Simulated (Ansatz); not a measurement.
MnS:

```xyz
2
Lattice="0.0000 2.4735 2.4735 2.4735 0.0000 2.4735 2.4735 2.4735 0.0000" Properties=species:S:1:pos:R:3 pbc="T T T"
Mn    0.0000    0.0000    0.0000
S     3.7102    3.7102    3.7102
```

The cell is a database's computed one.

Base run:

| Item | Value |
| --- | --- |
| Program | Ansatz 0.2.0 |
| Functional | PBE |
| Potentials or basis | Ansatz PAW |
| Cutoff | 420 eV (not typed: the program's choice for these potentials) |
| k mesh | 9 × 9 × 9 |
| Occupations | fermi-dirac, width 0.05 eV |
| Spin | no spin polarisation |

Its results: band gap on the k mesh none (metal or under the smearing width); pressure 2.9 GPa.

Problem. The run is repeated on the same cell with these changes: spin from no spin polarisation to collinear spin, ferromagnetic start. What comes out?

Solution. Band gap on the k mesh none (metal or under the smearing width); pressure 3.0 GPa; net moment 0.22 μB per cell; site moments Mn +0.19; S -0.00 μB.

Caveats: semilocal functionals often make such compounds metallic where correlation or magnetic order opens a gap, which also shifts bond lengths; the moment fell far below its start of 4 μB, so a state of higher moment may lie lower in energy (some runs); the starting moments weren't kept (some runs).
